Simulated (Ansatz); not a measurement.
Molecular dynamics on a 2×2×2 supercell (16 atoms) of CaSe (Fm-3m), relaxed with r2SCAN. Forces come from r2SCAN in Ansatz 0.2.0: a Nosé-Hoover thermostat at fixed volume, 200 K, steps of 1.5 fs. Computed, non-magnetic; the trajectory is short and the cell small, so nothing here is a converged average.

```yaml
crystal:
  lattice:
    - [0.0, 5.9350612034, 5.9350612034]
    - [5.9350612034, 0.0, 5.9350612034]
    - [5.9350612034, 5.9350612034, 0.0]
  atoms:
    - { symbol: Ca, position: [0.0, 0.0, 0.0] }
    - { symbol: Se, position: [0.25, 0.25, 0.25] }
    - { symbol: Ca, position: [0.0, 0.0, 0.5] }
    - { symbol: Se, position: [0.25, 0.25, 0.75] }
    - { symbol: Ca, position: [0.0, 0.5, 0.0] }
    - { symbol: Se, position: [0.25, 0.75, 0.25] }
    - { symbol: Ca, position: [0.0, 0.5, 0.5] }
    - { symbol: Se, position: [0.25, 0.75, 0.75] }
    - { symbol: Ca, position: [0.5, 0.0, 0.0] }
    - { symbol: Se, position: [0.75, 0.25, 0.25] }
    - { symbol: Ca, position: [0.5, 0.0, 0.5] }
    - { symbol: Se, position: [0.75, 0.25, 0.75] }
    - { symbol: Ca, position: [0.5, 0.5, 0.0] }
    - { symbol: Se, position: [0.75, 0.75, 0.25] }
    - { symbol: Ca, position: [0.5, 0.5, 0.5] }
    - { symbol: Se, position: [0.75, 0.75, 0.75] }
kpoints:
  mp_grid: { grid: [2, 2, 2] }
hamiltonian:
  xc: r2scan
scf:
  occupations: { method: fermi_dirac, width: 0.02 }
md:
  ensemble: nvt_nose_hoover
  temperature: 200
  timestep: 1.5
  n_steps: 20
  initial_velocities: maxwell_boltzmann
  seed: 2660
```

Run as `ansatz run input.yaml --threads 4 --pin off --max-ram 3686MiB --backend cpu --events-out ev --progress --plain --runs-dir out`. Wall time 4.6 min on 4 threads of Arm Neoverse V1, on a shared host, load about 0.9 per core; peak host memory 2.7 GiB.

```csv
step,t (fs),T (K),free energy F from step 0 (meV/atom),kinetic energy (meV/atom),largest force (eV/Å)
0,0,200,0.0,24.2,0.00
1,1.5,200,0.0,24.2,0.04
2,3,198,0.2,24.0,0.07
3,4.5,197,0.4,23.8,0.11
4,6,194,0.7,23.5,0.14
5,7.5,191,1.2,23.1,0.17
6,9,186,1.6,22.6,0.21
7,10.5,182,2.2,22.0,0.24
8,12,177,2.8,21.4,0.27
9,13.5,171,3.6,20.7,0.31
10,15,165,4.3,19.9,0.34
11,16.5,158,5.1,19.1,0.37
12,18,151,6.0,18.3,0.40
13,19.5,143,6.9,17.4,0.43
14,21,136,7.8,16.5,0.46
15,22.5,128,8.8,15.5,0.49
16,24,120,9.8,14.6,0.52
17,25.5,112,10.7,13.6,0.54
18,27,104,11.7,12.6,0.57
19,28.5,96,12.7,11.7,0.59
20,30,89,13.7,10.7,0.62
```

The temperature goes from 200 K to 89 K in 30 fs. The thermostat hasn't had time to restore it. The atoms start on their lattice sites with kinetic energy alone, so much of it first passes into potential energy. By the last step the atoms have moved 0.07 Å in the root mean square, the drift of the whole cell taken out, 0.10 Å at most.

Positions (Å) and forces (eV/Å) at step 20:
```
Ca  -0.072  -0.024   0.019     0.332   0.136   0.007
Se   2.980   2.884   2.990    -0.108   0.453  -0.171
Ca   2.948   2.962  -0.088     0.039  -0.021   0.328
Se   5.953   5.967   3.062    -0.137  -0.106  -0.592
Ca   2.971  -0.020   2.916    -0.012   0.054   0.139
Se   5.921   3.046   5.899    -0.001  -0.511   0.270
Ca   5.864   2.999   3.027     0.180  -0.102  -0.276
Se   8.905   5.897   5.935     0.029   0.083   0.096
Ca   0.050   2.988   2.983    -0.072  -0.035  -0.198
Se   3.043   5.970   5.944    -0.523  -0.181  -0.145
Ca   2.959   6.011   2.999    -0.003  -0.357  -0.052
Se   5.947   8.852   5.903    -0.203   0.360   0.253
Ca   2.882   2.927   5.949     0.377   0.168  -0.165
Se   5.903   5.924   8.898     0.251   0.121   0.177
Ca   5.954   5.931   5.932    -0.015   0.029   0.188
Se   8.921   8.924   8.849    -0.134  -0.090   0.140
```
